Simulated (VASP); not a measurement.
A run of VASP 6.6.1 is set up as follows.

The input INCAR:

```
SYSTEM = BaS
PREC     = Accurate       ! precision mode
ENCUT    = 600            ! plane-wave cutoff, eV
EDIFF    = 1E-7           ! SCF threshold, eV
ISMEAR   = 0              ! smearing method
SIGMA    = 0.02           ! smearing width, eV
LREAL    = .False.        ! projectors in reciprocal space
LASPH    = .True.         ! aspherical terms in the spheres
NELM     = 100            ! most SCF steps
ALGO     = Normal         ! electronic algorithm
ISIF     = 3              ! what is computed and relaxed
LWAVE    = .False.        ! write WAVECAR
LCHARG   = .False.        ! write CHGCAR
METAGGA  = R2SCAN         ! meta-GGA
LMIXTAU  = .True.       
LUSE_VDW = .True.       
IVDW_NL  = 2            
BPARAM   = 11.95        
CPARAM   = 0.0093       
IBRION   = 2              ! ionic algorithm
NSW      = 90             ! ionic steps
EDIFFG   = -0.005         ! ionic threshold
```

KPOINTS

```
Automatic mesh
0
Gamma
  8 8 8
  0 0 0
```

POSCAR

```
BaS
1.0
    0.0000000000      3.2256756200      3.2256756200
    3.2256756200      0.0000000000      3.2256756200
    3.2256756200      3.2256756200      0.0000000000
Ba S
1 1
Direct
    0.0000000000      0.0000000000      0.0000000000
    0.5000000000      0.5000000000      0.5000000000
```

Potentials or basis: VASP PAW PBE potentials, release 64 (Ba_sv, S).

The run is started by

```bash
$ cat potpaw_PBE.64/Ba_sv/POTCAR potpaw_PBE.64/S/POTCAR > POTCAR
$ mpirun -np 1 vasp_std > vasp.out
```

Question: What does it give for the space group after relaxing (to 0.05 Å)?

Answer: Fm-3m (No. 225).

Question: Predict the band gap on the k mesh.

Answer: 2.44 eV, indirect (least direct gap 2.58 eV).

Question: Predict the relaxed volume.

Answer: 33.13 Å³/atom.

Question: What does it give for the relaxed cell?

Answer: a = 4.542 Å, b = 4.542 Å, c = 4.542 Å, α = 60.00°, β = 60.00°, γ = 60.00°.

Final structure:
```yaml
crystal:
  lattice:
    - [0.00000, 3.21185, 3.21185]
    - [3.21185, 0.00000, 3.21185]
    - [3.21185, 3.21185, 0.00000]
  atoms:
    - { symbol: Ba, position: [0.00000, 0.00000, 0.00000] }
    - { symbol: S, position: [0.50000, 0.50000, 0.50000] }
```

Caveat: the PAW data sets were made with another functional, which shifts forces and pressure a little; spin-orbit coupling is left out, which moves the levels of the heavy elements. r2SCAN opens gaps a little over a GGA but as a rule still falls short of measured ones.
